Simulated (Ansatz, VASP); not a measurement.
# Two plane-wave programs on Mo

```
CELL_PARAMETERS angstrom
-1.57342 1.57342 1.57342
1.57342 -1.57342 1.57342
1.57342 1.57342 -1.57342
ATOMIC_POSITIONS crystal
Mo 0.00000 0.00000 0.00000
```

Alike in both runs: task single point; functional PBE; k mesh 13 × 13 × 13; no spin polarisation.

|  | VASP | Ansatz |
| --- | --- | --- |
| version | VASP 6.6.1 | Ansatz 0.2.0 |
| potentials or method | VASP PAW PBE potentials, release 64 (Mo_sv) | plane waves, PAW |
| plane-wave cutoff (eV) | 520 | 500 |
| occupations | methfessel-paxton of order 1, width 0.1 eV | cold |
| valence electrons in the cell | 14 | 14 |

```csv
,VASP,Ansatz,Ansatz less VASP
pressure (GPa),3.6,3.2,-0.47
```
